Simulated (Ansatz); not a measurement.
An element in the bcc structure gives these cold pressures by all-electron LAPW under PBE (Ansatz 0.2.0, scalar-relativistic, no spin polarisation).

```csv
V (Å³/atom),P (GPa)
22.94,-0.05
20.64,4.51
18.35,12.14
16.06,25.2
13.76,48.7
11.47,93.7
9.17,189.8
```

**Question.** Which element is it?

**Answer.** Mg. Its zero-pressure volume in this structure is near 22.9 Å³/atom; the volume and the steepness of P(V) together point to it, though neighbours can come close. Other candidates weren't computed, and some may come near.
